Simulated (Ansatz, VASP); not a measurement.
**TaN (TaN strained to the junction's net) in two plane-wave programs**

One calculation is typed for both programs; each brings its own data sets. How far apart do they land? The cell is generated by rule, not measured, and may not be a known phase. The structure shown is the end of the Ansatz relaxation below.

Main program and level: Ansatz 0.2.0; plane waves, with VASP 6.6.1 beside it; single point at PBE.

**1. The starting structure**

Symmetry: R-3m, No. 166, trigonal system. The conventional cell has a = 3.190 Å, b = 3.190 Å, c = 7.447 Å, α = 90.00°, β = 90.00°, γ = 120.00°. Ta has 6 N at 2.22 Å nearest. N has 6 Ta at 2.22 Å nearest. Farther neighbours and most contacts between anions are not listed.

**2. Ansatz: relaxation, PBE**

Ansatz runs on its default PAW (the set named soft_2) files.

This run makes the geometry at which the two programs are then compared.

Contents of input.yaml:

```yaml
crystal:
  lattice:
    - [3.19, 0.0, 0.0]
    - [-1.595, 2.7626210381, 0.0]
    - [0.0, 0.0, 7.5449191724]
  atoms:
    - { symbol: Ta, position: [0.0, 0.0, 0.0] }
    - { symbol: "N", position: [0.3333333333, 0.6666666667, 0.1666666667] }
    - { symbol: Ta, position: [0.6666666667, 0.3333333333, 0.3333333333] }
    - { symbol: "N", position: [0.0, 0.0, 0.5] }
    - { symbol: Ta, position: [0.3333333333, 0.6666666667, 0.6666666667] }
    - { symbol: "N", position: [0.6666666667, 0.3333333333, 0.8333333333] }
kpoints:
  mp_grid: { grid: [12, 12, 4] }
scf:
  occupations: { method: fermi_dirac, width: 0.1 }
  max_iter: 150
hamiltonian:
  xc: pbe
relax:
  f_tol: 0.01
  max_steps: 40
  cell: { fix: [a, b, angles] }
```

On the command line:

```sh
$ ansatz run input.yaml --threads 4 --pin off --max-ram 12288MiB --backend cpu --events-out ev --progress --plain --runs-dir out
```

Numbers of over 12 decimals in the logs are rounded to 6 here.

The program printed:

```text
Engine: ansatz 0.2.0, aarch64-unknown-linux-gnu
Pseudopotentials: kind: paw
Pseudopotential: Ta, paw, valence charge 13, recommended cutoff 420 eV (normal), Ta.paw.azcp
Pseudopotential: N, paw, valence charge 5, recommended cutoff 420 eV (normal), N.paw.azcp
Functional definition: PBE
  parameter kappa = 0.804
  parameter beta = 0.066725
  exchange = pbe_x(kappa = kappa, mu = beta*pi^2/3)
  correlation = pbe_c(beta = beta)
Crystal: 6 atoms, lattice volume = 66.492 Å³
Basis set: ecut = 420 eV, 1321 PW (Γ), exchange–correlation on 48×48×108 points (8 copies of the dense FFT grid, shifted against one another)
Bands: 33, of which v1, the nominal top of the filled ones, is band 27 counted from 1 (26 counted from 0)
Symmetry: 36 space group operations
Space group: R-3m (ITA 166), of the structure as read, at distance tolerance 4.1e-5 Å
k-points: 69 of 576
Non-local potential: Ta, projectors of the file, l = 0: 3, l = 1: 2, l = 2: 2, l = 3: 1
Non-local potential: N, projectors of the file, l = 0: 2, l = 1: 2, l = 2: 1
PAW form: soft (Blöchl's): semilocal exchange-correlation on the pseudo side does not see the compensation charge
PAW one-centre angular grid: Ta, 590 points (default); XC on 64 Gauss nodes
PAW one-centre angular grid: N, 110 points (default); XC on 64 Gauss nodes
Initial density: superposition of atomic densities (neutral atoms: chi_scale 0, normalization atom), corrected by the library's trained network
Initial wavefunctions: pseudopotential atomic-orbital guess
Functional: x = pbe(κ = 0.804, μ = 0.219515), c = pbe(β = 0.066725)
SCF iter   1: F=—  HF=-30953.727736 eV  |F-HF|=—  |Δ(HF+E_count)|=         —  Δρ=1.97e-3  dr2=8.85e-4  ethr=1.77e-3  ⟨swp⟩=5.5  Hψ=20043  notcnv=0  defer=14
automatic band count: the SCF goes on with 39 bands, as 33 were too few: the levels above may hold too much charge
preconditioner: auto → Kerker (q_TF=auto, 2.635 Å⁻¹)  [metal: Δε(μ)=0.004 eV  Ē_g=10.620 eV  σ=0.100 eV  W_gap=0.01  n_scr=24 (ndim 8)  ℏωp=24.9 eV  f_vac=0.000  D(μ)=2.51/eV (n_scr^D=24)]
SCF iter   2: F=—  HF=-30953.727713 eV  |F-HF|=—  |Δ(HF+E_count)|=   2.34e-5  Δρ=1.19e-3  dr2=3.84e-4  ethr=1.64e-6  ⟨swp⟩=2.0  Hψ=5113  notcnv=0  defer=13
SCF iter   3: F=—  HF=-30953.728045 eV  |F-HF|=—  |Δ(HF+E_count)|=   3.32e-4  Δρ=1.90e-4  dr2=1.77e-5  ethr=7.11e-7  ⟨swp⟩=2.0  Hψ=3467  notcnv=0  defer=13
SCF iter   4: F=—  HF=-30953.728084 eV  |F-HF|=—  |Δ(HF+E_count)|=   3.90e-5  Δρ=8.77e-5  dr2=3.27e-6  ethr=3.27e-8  ⟨swp⟩=2.2  Hψ=3662  notcnv=0  defer=13
iter 5 did not close the SCF: its close was put off for the readings that it lacked (scf_convergence_deferred on its scf_iter line)
SCF iter   5: F=-30953.728085 eV  HF=-30953.728085 eV  |F-HF|=2.03e-8  |Δ(HF+E_count)|=   4.54e-7  Δρ=1.11e-5  dr2=4.06e-8  ethr=6.05e-9  ⟨swp⟩=3.0  Hψ=4839  notcnv=0  defer=13
SCF iter   6: F=-30953.728085 eV  HF=-30953.728085 eV  |F-HF|=4.40e-10  |Δ(HF+E_count)|=   2.33e-8  Δρ=1.80e-6  dr2=9.65e-10  ethr=7.52e-11  ⟨swp⟩=2.0  Hψ=8222  notcnv=0
SCF 1 converged in 6 iterations: F = -30953.728085 eV  dr2 = 9.65e-10
  greatest PAW one-centre occupation: 0.999 electrons in one spin orbital (limit 2), on the Ta atom at site 4 (counted from 0), in its partial waves of l = 0
relax step   1: F+E_penalty+E_count = -30953.72808473 eV  Δ(F+E_penalty+E_count) = +0.000e0 eV  max|allowed force component| = 4.474e-27 eV/Å  Δτ_max = 0.0000 Å  P = -8.616 GPa  Ω = 66.492 Å³  fix = [a, b, alpha, beta, gamma]  reactions: a -10.155, b -10.155 GPa  (6 SCF iters, dr2 threshold 1.00e-7 eV, accepted)
[...]
relax step   5: F+E_penalty+E_count = -30953.74312004 eV  Δ(F+E_penalty+E_count) = +2.291e-3 eV  max|allowed force component| = 3.372e-26 eV/Å  Δτ_max = 0.0000 Å  P = -4.720 GPa  Ω = 65.645 Å³  fix = [a, b, alpha, beta, gamma]  reactions: a -7.028, b -7.028 GPa  stress off target by 1.06e-1 GPa on what of the cell is left free  SCF on the basis re-selected at this cell (its energy is not comparable with the rows above)  (8 SCF iters)
[...]
relax step   6: F+E_penalty+E_count = -30953.74317267 eV  Δ(F+E_penalty+E_count) = -5.262e-5 eV  max|allowed force component| = 7.566e-26 eV/Å  Δτ_max = 0.0000 Å  P = -4.645 GPa  Ω = 65.629 Å³  energy of the carried Pulay correction = +4.743e-5 eV  fix = [a, b, alpha, beta, gamma]  reactions: a -6.967, b -6.967 GPa  (6 SCF iters, dr2 threshold 2.80e-8 eV, accepted)
[...]
relax step   7: F+E_penalty+E_count = -30953.74311546 eV  Δ(F+E_penalty+E_count) = +5.721e-5 eV  max|allowed force component| = 2.220e-26 eV/Å  Δτ_max = 0.0000 Å  P = -4.645 GPa  Ω = 65.629 Å³  fix = [a, b, alpha, beta, gamma]  reactions: a -6.967, b -6.967 GPa  stress off target by 1.88e-3 GPa on what of the cell is left free  SCF on the basis re-selected at this cell (its energy is not comparable with the rows above)  (7 SCF iters)
basis re-selected at this cell: Δ(F+E_penalty+E_count) = +5.721e-5 eV, ΔP = -0.001 GPa vs the last step (what re-selecting the basis moved, of the pressure what is left beyond the Pulay correction that the steps carried, after the strain that the cell walked since its last selection, with what the two solves' SCF thresholds leave and, on support functions, any second-order correction that the steps lacked; it is no m [...]
SCF converged after 7 iterations
Free energy (F): -30953.743115 eV
Harris-Foulkes:  -30953.743115 eV  (|F-HF|=1.46e-11)
Internal energy: -30953.658683 eV  (E = F + TS)
E sigma→0 (E₀):  -30953.700899 eV
Entropy (-TS):   -0.084433 eV (-14.072 meV/atom)
Fermi energy:    21.038171 eV
--- Per-component energies (eV) ---
  E_band       = -164.545505
  E_kinetic    = 1497.816899
  E_local      = -1806.831623  (includes V_loc(G=0)·N_el)
  E_nonlocal   = 178.852265
  E_hartree    = 604.311943
  E_xc         = -838.850213
  E_vxc        = -845.907651  (∫ρ·V_xc dr)
  E_paw        = -25572.133639  (= ΣΔE_a)
  E_vpaw       = -397.099916  (= ΣTr[D̂ρ^β])
  E_aug_tail   = 0.000635  (compensation charges beyond the density's cutoff)
  E_ewald      = -5016.824949
  E_smearing   = -0.084433  (= −TS)
  E_closure    = 0.000000  (closes the sum)
  Σ components = -30953.743115   (vs F -30953.743115, Δ=0.00e0)
--- Forces (eV/Å), atoms counted from 1 ---
  atom   1  Ta     0.00000000     0.00000000     0.00000000
  atom   2  N      0.00000000     0.00000000     0.00000000
  atom   3  Ta    -0.00000000     0.00000000     0.00000000
  atom   4  N     -0.00000000     0.00000000     0.00000000
  atom   5  Ta     0.00000000     0.00000000     0.00000000
  atom   6  N      0.00000000     0.00000000     0.00000000
  max |Σ_I F_I| component: 5.30e-26 eV/Å
--- Stress (GPa, compression-positive) ---
       -6.967173      -0.000000       0.000000
       -0.000000      -6.967173       0.000000
        0.000000       0.000000      -0.001881
  P = ⅓ Tr σ = -4.6454 GPa (-46.454 kbar)
--- Relaxed structure (5 steps of the walk, 5 accepted, 2 SCFs on fresh bases) ---
  F+E_penalty+E_count = -30953.74311546 eV   max|allowed force component| = 2.220e-26 eV/Å   (the final SCF, on the basis selected at the relaxed cell)
  cell:  # Å, volume = 65.6293 Å³
    - [3.190000, 0, 0]
    - [-1.595000, 2.762621, 0]
    - [0, 0, 7.447072]
  atoms:
    - { symbol: Ta, position: [0, 0, 0] }
    - { symbol: N, position: [0.333333, 0.666667, 0.166667] }
    - { symbol: Ta, position: [0.666667, 0.333333, 0.333333] }
    - { symbol: N, position: [0, 0, 0.5] }
    - { symbol: Ta, position: [0.333333, 0.666667, 0.666667] }
    - { symbol: N, position: [0.666667, 0.333333, 0.833333] }
```

**3. VASP: single point, PBE**

The same cell, functional, mesh and smearing now go to VASP, with its own data sets.

Lines of VASP's logs that name or quote its potential files are left out, and so is its time.

Contents of INCAR:

```
SYSTEM = TaN
PREC = Accurate
ENCUT = 600
EDIFF = 1E-06
NELM = 120
ISMEAR = -1
SIGMA = 0.1
LREAL = .FALSE.
ALGO = Normal
GGA = PE
NBANDS = 30
LASPH = .TRUE.
LORBIT = 11
LWAVE = .FALSE.
LCHARG = .FALSE.
ISIF = 2
GGA_COMPAT = .FALSE.
KPAR = 2
```

Contents of POSCAR:

```
TaN
1.0
    3.1900000000      0.0000000000      0.0000000000
   -1.5950000000      2.7626210381      0.0000000000
    0.0000000000      0.0000000000      7.4470716649
Ta N
3 3
Direct
    0.0000000000      0.0000000000      0.0000000000
    0.6666666667      0.3333333333      0.3333333333
    0.3333333333      0.6666666667      0.6666666667
    0.3333333333      0.6666666667      0.1666666667
    0.0000000000      0.0000000000      0.5000000000
    0.6666666667      0.3333333333      0.8333333333
```

Contents of KPOINTS:

```
Automatic mesh
0
Gamma
12 12 4
0 0 0
```

PAW data sets: Ta_pv and N (PBE family, release 64).

On the command line:

```sh
$ mpirun -np 2 vasp_std
```

The program printed:

```text
[banner, memory and clock lines left out]
running    2 mpi-ranks, on    1 nodes
 distrk:  each k-point on    1 cores,    2 groups
 distr:  one band on    1 cores,    1 groups

 POSCAR found type information on POSCAR TaN
 POSCAR found :  2 types and       6 ions
 LDA part: xc-table for (Slater+PW92), standard interpolation
 POSCAR, INCAR and KPOINTS ok, starting setup
 FFT: planning ... GRIDC
 FFT: planning ... GRID_SOFT
 FFT: planning ... GRID
 WAVECAR not read
 entering main loop
       N       E                     dE             d eps       ncg     rms          rms(c)
DAV:   1     0.481012722170E+03    0.48101E+03   -0.28759E+04  4140   0.188E+03
DAV:   2    -0.415308249243E+02   -0.52254E+03   -0.50530E+03  4746   0.519E+02
DAV:   3    -0.737115966765E+02   -0.32181E+02   -0.31264E+02  5142   0.120E+02
DAV:   4    -0.745668229259E+02   -0.85523E+00   -0.83143E+00  5436   0.171E+01
DAV:   5    -0.745880375938E+02   -0.21215E-01   -0.21078E-01  5334   0.194E+00    0.392E+01
DAV:   6    -0.657693673189E+02    0.88187E+01   -0.53622E+01  5262   0.404E+01    0.174E+01
DAV:   7    -0.655469006138E+02    0.22247E+00   -0.26225E+00  4996   0.904E+00    0.907E+00
DAV:   8    -0.654947174308E+02    0.52183E-01   -0.28453E-01  5008   0.363E+00    0.802E-01
DAV:   9    -0.654831223709E+02    0.11595E-01   -0.62990E-02  5158   0.118E+00    0.228E-01
DAV:  10    -0.654832097680E+02   -0.87397E-04   -0.53514E-03  5342   0.543E-01    0.111E-01
DAV:  11    -0.654829396431E+02    0.27012E-03   -0.95668E-04  5230   0.175E-01    0.254E-02
DAV:  12    -0.654829370247E+02    0.26185E-05   -0.10184E-04  5412   0.562E-02    0.469E-03
DAV:  13    -0.654829367585E+02    0.26613E-06   -0.16607E-06  3600   0.834E-03
   1 F= -.65482937E+02 E0= -.65440551E+02  d E =-.847707E-01
```

Parts of OUTCAR (step 3):

```text
ion  position               nearest neighbor table
   1  0.000  0.000  0.000-   4 2.22   6 2.22   6 2.22   4 2.22   6 2.22   4 2.22   2 3.09   3 3.09
                             3 3.09   2 3.09   2 3.09   3 3.09
   2  0.667  0.333  0.333-   4 2.22   4 2.22   5 2.22   4 2.22   5 2.22   5 2.22   1 3.09   1 3.09
                             1 3.09   3 3.09   3 3.09   3 3.09
   3  0.333  0.667  0.667-   6 2.22   6 2.22   5 2.22   6 2.22   5 2.22   5 2.22   1 3.09   1 3.09
                             1 3.09   2 3.09   2 3.09   2 3.09
   4  0.333  0.667  0.167-   2 2.22   2 2.22   1 2.22   2 2.22   1 2.22   1 2.22
   5  0.000  0.000  0.500-   2 2.22   3 2.22   2 2.22   3 2.22   2 2.22   3 2.22
   6  0.667  0.333  0.833-   3 2.22   3 2.22   1 2.22   3 2.22   1 2.22   1 2.22

  LATTYP: Found a hexagonal cell.
 ALAT       =     3.1900000000
 C/A-ratio  =     2.3345052241

 Subroutine GETGRP returns: Found 12 space group operations
 (whereof 12 operations were pure point group operations)

The static configuration has the point symmetry D_3d.

 Found     69 irreducible k-points:

   k-points           NKPTS =     69   k-points in BZ     NKDIM =     69   number of bands    NBANDS=     30

   dimension x,y,z NGX =    28 NGY =   28 NGZ =   60
   dimension x,y,z NGXF=    56 NGYF=   56 NGZF=  120

   ENCUT  =  600.0 eV  44.10 Ry    6.64 a.u.   6.37  6.37 14.87*2*pi/ulx,y,z

   NELECT =      48.0000    total number of electrons

 k-points in reciprocal lattice and weights: Automatic mesh
   0.00000000  0.00000000  0.00000000       0.002
   0.08333333 -0.00000000  0.00000000       0.010
   0.16666667  0.00000000  0.00000000       0.010
   0.25000000  0.00000000  0.00000000       0.010
   0.33333333 -0.00000000  0.00000000       0.010
   0.41666667 -0.00000000  0.00000000       0.010
   0.50000000  0.00000000  0.00000000       0.005
   0.08333333  0.08333333  0.00000000       0.010
   0.16666667  0.08333333  0.00000000       0.021
[...]
0.33333333  0.25000000  0.50000000       0.021
   0.33333333  0.33333333  0.50000000       0.003

 average (electrostatic) potential at core
       1 -35.2244       2 -35.2244       3 -35.2244       4 -61.5052       5 -61.5052
       6 -61.5052

 E-fermi :   9.2118

 k-point     1 :       0.0000    0.0000    0.0000
  band No.  band energies     occupation
    ...
     24       7.6416      2.00000
     25       9.1956      1.08085
     26       9.1956      1.08085
     27       9.3155      0.52350
     28       9.3155      0.52350
     29       9.8514      0.00333
     30       9.8514      0.00333

 k-point     2 :       0.0833   -0.0000    0.0000
  band No.  band energies     occupation
    ...
     22       7.1575      2.00000
     23       7.3350      2.00000
     24       7.9217      2.00000
     25       8.3087      1.99976
     26       8.9262      1.89132
     27       9.4206      0.22055
     28       9.6263      0.03120
     29      10.0117      0.00067
     30      10.3520      0.00002

 k-point     3 :       0.1667    0.0000    0.0000
  band No.  band energies     occupation
    ...
     23       7.3347      2.00000
     24       8.0974      1.99997
     25       8.5829      1.99629
     26       9.1259      1.40510
     27       9.2845      0.65172
     28      10.4494      0.00001
     29      11.1038      0.00000
     30      11.2433      0.00000

  Total       -2.6029117     -2.6029117      0.2418055      0.0000000      0.0000000      0.0000000
  in kB      -63.5436978    -63.5436978      5.9030871      0.0000000      0.0000000      0.0000000
  external PRESSURE =     -40.3947695 kB  Pullay stress =       0.0000000 kB

  energy-cutoff  :      600.00
  volume of cell :       65.63
      direct lattice vectors                 reciprocal lattice vectors
     3.190000000  0.000000000  0.000000000     0.313479624  0.180987545  0.000000000
    -1.595000000  2.762621038  0.000000000     0.000000000  0.361975090  0.000000000
     0.000000000  0.000000000  7.447071665     0.000000000  0.000000000  0.134280969

 POSITION                                       TOTAL-FORCE (eV/Angst)
 -----------------------------------------------------------------------------------
      0.00000      0.00000      0.00000        -0.000000     -0.000000     -0.000000
      1.59500      0.92087      2.48236        -0.000000      0.000000      0.000000
     -0.00000      1.84175      4.96471        -0.000000     -0.000000     -0.000000
     -0.00000      1.84175      1.24118         0.000000     -0.000000     -0.000000
      0.00000      0.00000      3.72354         0.000000     -0.000000     -0.000000
      1.59500      0.92087      6.20589        -0.000000      0.000000     -0.000000
 -----------------------------------------------------------------------------------
    total drift:                               -0.000000      0.000000      0.000000

  FREE ENERGIE OF THE ION-ELECTRON SYSTEM (eV)
  ---------------------------------------------------
  free  energy   TOTEN  =       -65.4829367585 eV

  energy  without entropy=      -65.3981660734  energy(sigma->0) =      -65.44055142

 total charge
# of ion       s       p       d       tot
------------------------------------------
    1        0.268   6.205   2.408   8.882
    2        0.268   6.205   2.408   8.882
    3        0.268   6.205   2.408   8.882
    4        1.225   2.510   0.000   3.735
    5        1.225   2.510   0.000   3.735
    6        1.225   2.510   0.000   3.735
--------------------------------------------------
tot          4.479  26.147   7.225  37.851

[... 3 further parts left out ...]
```

The run ends at a pressure of -4.04 GPa.

**4. Comparison**

Known differences besides the potentials themselves: the data sets hold 54 valence electrons in Ansatz (on its default PAW (the set named soft_2) files) and 48 in VASP; the cutoff is 420 eV in Ansatz and 600 eV in VASP; Ansatz's pressure holds a Pulay correction, VASP's none. Total energies have different zeros and are not compared.

Both answers:

```
      quantity  Ansatz   VASP  difference
pressure (GPa)   -4.65  -4.04       -0.61
```

**5. Outcome**

```
difference in pressure (single point, PBE) : -0.61 GPa
```

**Reading.** The difference in pressure is -0.61 GPa (single point, PBE), within the 1 GPa picked in this series as the mark of a large difference. The data sets hold unlike numbers of valence electrons (54 in Ansatz and 48 in VASP), so part of the differences comes from the potentials. Such differences can come from data sets, numerical settings and the points named under the comparisons, not from the functional's error against experiment.

[Lines on the potential files, build, host, timing and source positions are cut from VASP's logs without a mark.]

[Logs are printed without paths, hosts, clocks, repeated set-up lines and the standing remarks that a program may print on its own settings, such as how far it seeks lower states.]

[Hosts, paths, dates, database ids (printed as entryN), source tags and the programs' standing remarks are cut or masked in the printed files.]
